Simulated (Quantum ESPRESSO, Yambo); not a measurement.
# InP (F-43m): G0W0 with Yambo, start to end, part 3 of 3

Aim: the G0W0 gap of InP (F-43m) on PBE, step by step.

Quantum ESPRESSO 7.5 and Yambo 5.3.0; PBE and many-body steps on it, plane waves. Known limits of the many-body steps: not at the basis limit; exchange with frozen shells missing; no spin-orbit coupling; coarse k mesh.

So far. Step 3 (Bands along the symmetry lines): The gap is 0.709 eV, as in the run before at this level. Step 4 (Empty states on the mesh, 4×4×4 mesh, 332 bands): On this mesh the gap is 0.709 eV.

The database entry behind the starting cell differs from later determinations by our own check (0.1 to 0.3 % short, probably kX units), so it need not match the best structure at ambient conditions.

### Step 6. Screening and self-energy, 4×4×4 mesh, 332 bands, screening to 217.7 eV

G0W0 replaces the xc potential by the self-energy, built once from these orbitals. Only a window of levels is corrected, while the sums run over the empty bands that the input names.

This step: G0W0 on PBE, plane waves, norm-conserving pseudopotentials.

Contents of gw3.in:

```
HF_and_locXC
gw0
dyson
ppa
em1d
rim_cut
RandQpts= 1000000
RandGvec= 1 RL
EXXRLvcs= 62 Ry
VXCRLvcs= 248 Ry
Chimod= "HARTREE"
% BndsRnXp
 1 | 332 |
%
NGsBlkXp= 16 Ry
% LongDrXp
 1 | 1 | 1 |
%
% GbndRnge
 1 | 332 |
%
DysSolver= "n"
ExtendOut
PPAPntXp= 27.21138 eV
% QPkrange
 1 | 1 | 8 | 11 |
%
```

Started as:

```sh
$ OMP_NUM_THREADS=1 mpirun -n 4 yambo -F gw3.in -J gw3 -C gw3 > gw3.log
```

The program printed:

```text
 Yambo, version 5.3.0

 [02] CORE Variables Setup
 =========================

  [... cell, symmetries and grids as in the set-up ...]

  [02.05] Energies & Occupations
  ==============================

  [X] === General ===
  [X] Electronic Temperature                        :  0.000000  0.000000 [eV K]
  [X] Bosonic    Temperature                        :  0.000000  0.000000 [eV K]
  [X] Finite Temperature mode                       : no
  [X] El. density                                   :  0.35762E+24 [cm-3]
  [X] Fermi Level                                   :  7.148157 [eV]

  [X] === Gaps and Widths ===
  [X] Conduction Band Min                           :  0.709393 [eV]
  [X] Valence Band Max                              :  0.000000 [eV]
  [X] Filled Bands                                  :   9
  [X] Empty Bands                                   :    10   332
  [X] Direct Gap                                    :  0.709393 [eV]
  [X] Direct Gap localized at k                     :  1
  [X] Indirect Gap                                  :  0.709393 [eV]
  [X] Indirect Gap between kpts                     :  1  1
  [X] Last valence band width                       :  2.910625 [eV]
  [X] 1st conduction band width                     :  3.585714 [eV]

 [03] Transferred momenta grid and indexing
 ==========================================

 IBZ Q-points                                      :   8
 BZ  Q-points                                      :   64

 K/Q-points units:
 rlu = crystal or reduced units; cc = cartesian coordinates; iku = interal k-units

 Q [1]          [rlu]:  0.000000  0.000000  0.000000
 Q [2]          [rlu]:  0.54193E-16  0.26437E-16  0.25000
 Q [3]          [rlu]: -0.10839E-15 -0.52875E-16 -0.50000
 Q [4]          [rlu]:  0.87374E-19  0.25000      0.25000
 Q [5]          [rlu]:  0.23853E-16  0.25000      0.50000
 Q [6]          [rlu]:  0.44978E-16  0.25000     -0.25000
 Q [7]          [rlu]: -0.17475E-18 -0.50000     -0.50000
 Q [8]          [rlu]:  0.250000 -0.500000 -0.250000

 [04] Coloumb potential Random Integration (RIM)
 ===============================================

  [04.01] RIM initialization
  ==========================

  * Diagonal components only detected *

  8 x (sBL volume)        :  0.091285 [a.u.]
  sBZ random points       :  1000000
  Points outside the sBZ  :   7999624
  RL volume               :  0.730277 [a.u.]
  Integrated volume       :  0.730312 [a.u.]

  [04.02] RIM integrals
  =====================

  Gamma point sphere radius             :  0.081674 [a.u.]
  Points outside the sphere             :   799635
  [Int_sBZ(q=0) 1/q^2]*(Vol_sBZ)^(-1/3) =:  7.763403
                                 should be <:  7.795600

  Summary of Coulomb integrals for non-metallic bands |Q|[au] RIM/Bare

  Q [1] 0.100000E-4 0.995870 * Q [2] 0.245646 1.064378
  Q [4] 0.283648 1.062979 * Q [6] 0.401138 1.025806
  Q [5] 0.470377 1.018843 * Q [3] 0.491292 1.016674
  Q [7] 0.567295 1.013309 * Q [8] 0.634256 1.010147

 [05] Dipoles
 ============

  [05.01] Setup: observables and procedures
  =========================================

 [06] Dynamic Dielectric Matrix (PPA)
 ====================================

 [WR./gw3//ndb.pp]---------------------------------------------------------------
  Brillouin Zone Q/K grids (IBZ/BZ)                :    8   64    8   64
  RL vectors                                       :   3479 [WF]
  Coulomb cutoff potential                         : none
  Electronic Temperature                           :  0.000000 [K]
  Bosonic    Temperature                           :  0.000000 [K]
  PPA    diel. fun.  energies                      : Perdew, Burke & Ernzerhof(X)+Perdew, Burke & Ernzerhof(C)
  wavefunctions                                    : Perdew, Burke & Ernzerhof(X)+Perdew, Burke & Ernzerhof(C)
  Global Gauge                                     : length
  X matrix size                                    :   387
  X band range                                     :     1   332
  X e/h energy range                               : -1.000000 -1.000000 [eV]
  X Time ordering                                  : R
  X Hxc Kernel                                     : HARTREE
  X Drude frequency                                :  0.000000  0.000000
  X poles                                          :  100.0000 [o/o]
  RL vectors in the sum                            :   3479
  [r,Vnl] included                                 : yes
  Field direction                                  :  0.577350E-5  0.577350E-5  0.577350E-5
  BZ energy Double Grid                            : no
  BZ energy DbGd points                            : 0
  BZ Q point size factor                           : -1.000000
  X Optical Averaged directions                    : none

 [07] Local Exchange-Correlation + Non-Local Fock
 ================================================

 [VXC] Plane waves :  22227
 [EXS] Plane waves :  2837

 QP @ state[ 1 ] K range:  1  1
 QP @ state[ 1 ] b range:   8  11

 [xc] Functional : Perdew, Burke & Ernzerhof(X)+Perdew, Burke & Ernzerhof(C)
 [xc] LIBXC used to calculate xc functional
  PP Number of Atomic Species                      :  2
  NLCC RL compoments                               :  22227
  PP Number of Atomic Species                      :  2
  NLCC RL compoments                               :  22227

 [xc] E_xc :  -9.123540 [Ha]
      E_xc :  -18.24708 [Ry]

  Local XC kind (lXC) : Perdew, Burke & Ernzerhof(X)+Perdew, Burke & Ernzerhof(C)
  Non-Local XC kind (nlXC) : Hartree-Fock

  Corrections @ K [1] :  [eV]
 <8|nlXC|8> = -14.09355 -0.68615E-17 <8|lXC|8> = -12.52831  0.000000
 <9|nlXC|9> = -14.09363 -0.78325E-17 <9|lXC|9> = -12.52831  0.000000
 <10|nlXC|10> = -7.566941  0.14123E-17 <10|lXC|10> = -11.29083  0.000000
 <11|nlXC|11> = -6.418432 -0.16616E-17 <11|lXC|11> = -10.21593  0.000000

 [08] Dyson equation: Newton solver
 ==================================

  [08.01] G0W0 (W PPA)
  ====================

  [  GW  ] Bands range     :     1   332
  [GW/PPA] G damping       :  0.100000 [eV]

  QP @ state[ 1 ] K range:  1  1
  QP @ state[ 1 ] b range:   8  11

   Sc/G bands                                       :     1   332
   Sc/G damping                                     :  0.100000 ev
   Sc bands terminator                              : no
   Sx RL components                                 :  2837

   QP @ state[ 1 ] K range                          :  1  1
   QP @ state[ 1 ] b range                          :   8  11
   GF energies kind                                 : Perdew, Burke & Ernzerhof(X)+Perdew, Burke & Ernzerhof(C)
   GF WF`s kind                                     : Perdew, Burke & Ernzerhof(X)+Perdew, Burke & Ernzerhof(C)
   Xs energies kind                                 : Perdew, Burke & Ernzerhof(X)+Perdew, Burke & Ernzerhof(C)
   Xs WF`s kind                                     : Perdew, Burke & Ernzerhof(X)+Perdew, Burke & Ernzerhof(C)

 [11] Game Over & Game summary
```

It took 5.2 min on 4 MPI ranks of Arm Neoverse V1, shared host; peak memory 1.9 GiB.

Numbers from this step:

| Property | Result |
| --- | --- |
| G0W0 gap on the points computed | 1.079 eV |
| starting gap on the mesh | 0.7094 eV |
| k of the valence top | 0, 0, 0 |
| k of the conduction bottom | 0, 0, 0 |
| least direct G0W0 gap on the computed points | 1.079 eV |
| Z at the valence top | 0.7813 |
| Z at the conduction bottom | 0.7930 |

The gap on the mesh goes from 0.71 eV to 1.08 eV, a correction of +0.37 eV.

Limits: finite bands, cutoff and mesh; exchange with frozen shells missing; no spin-orbit coupling; coarse k mesh. v1 is the top filled band, c1 the lowest empty one. Levels before and after the correction, in eV, zero at the valence-band top of each column:

```tsv
	conduction bottom	valence top
Kohn-Sham	0.71	0.00
G0W0	1.08	0.00
```

```tsv
	level	energy (eV)
Kohn-Sham	Γ v2-v1	0.000
Kohn-Sham	Γ c1	0.709
Kohn-Sham	Γ c2	4.088
G0W0	Γ v2-v1	0.000
G0W0	Γ c1	1.079
G0W0	Γ c2	4.435
```

### Step 7. Where the time went

Times are wall times on the hardware named with each run, good to a factor of about two.

```tsv
step	time	share	memory (GiB)
ground state	4 s	1 %	0.22
bands along the symmetry lines	4 s	1 %	0.19
empty states on the mesh	29 s	8 %	0.55
conversion and set-up	2.5 s	1 %	0.24
screening and self-energy	5.2 min	89 %	1.9
```

### Step 8. Outcome

- PBE gap: 0.71 eV, direct
- G0W0 gap on the mesh: 1.08 eV
- GW settings: 4×4×4 mesh, 332 bands, screening to 217.7 eV, Godby-Needs plasmon pole
- known limits: not at the basis limit; exchange with frozen shells missing; no spin-orbit coupling; coarse k mesh

**Reading.** G0W0 moves the gap on the mesh from 0.71 eV to 1.08 eV (+0.37 eV), with Z of 0.78 and 0.79 at the edges. Only 1 of the mesh's irreducible points was corrected, so a valley elsewhere could overtake. The dearest step here is «screening and self-energy». Bands and cutoff are finite, so the gap is not at the basis limit. The miss can reach some tenths of an eV and take either sign; the mesh is an error of its own. In the G0W0 run levels were corrected at 1 k point alone, so a gap called «on the mesh» is the least over those, and an edge elsewhere would be missed. The 4×4×4 mesh is coarse for this cell, which bears on the long-range parts of exchange and screening. The norm-conserving file of at least one element keeps a d shell over frozen s and p shells of the same row. Exchange with those shells is missing from the self-energy, an error of 0.3 to 0.9 eV in cases checked, whose sign depends on which edge lies on those atoms. The many-body steps are scalar-relativistic: spin-orbit coupling is not in them.

[Paths, hosts, dates, memory and timing lines, banners, echoed tables and standing remarks are left out of the program output.]

[Logs are printed without paths, hosts, clocks, repeated set-up lines and the standing remarks that a program may print on its own settings, such as how far it seeks lower states.]

[Runs of the session that timed out or met a known fault of the program may be left out.]

[Hosts, paths, dates, database ids (printed as entryN), source tags and the programs' standing remarks are cut or masked in the printed files.]
